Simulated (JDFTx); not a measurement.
SnSe:

```xyz
2
Lattice="0.0000 3.0100 3.0100 3.0100 0.0000 3.0100 3.0100 3.0100 0.0000" Properties=species:S:1:pos:R:3 pbc="T T T"
Sn    0.0000    0.0000    0.0000
Se    3.0100    3.0100    3.0100
```

Measurements of this composition are mostly on another form, of space group No. 62.

Base run:

| Item | Value |
| --- | --- |
| Program | JDFTx 1.7.0 (patched build) |
| Functional | PBEsol |
| Potentials or basis | PseudoDojo-SR-PBEsol-0.4.1-standard |
| Cutoff | 1170 eV |
| Density cutoff | 9361 eV |
| k mesh | 8 × 8 × 8 |
| Occupations | fermi-dirac, width 0.05 eV |
| Spin | no spin polarisation |

Its results: band gap on the k mesh 0.64 eV, direct; pressure -1.9 GPa.

Question: The run is repeated on the same cell with these changes: functional from PBEsol to LDA; potentials or basis from PseudoDojo-SR-PBEsol-0.4.1-standard to PseudoDojo-SR-LDA-0.4.1-standard. What comes out?

Answer: Band gap on the k mesh 0.61 eV, direct; pressure -3.4 GPa.

Caveats: the empty levels aren't tightly converged; spin-orbit coupling is left out, which moves the levels of the heavy elements.

A k mesh can miss the band edges.
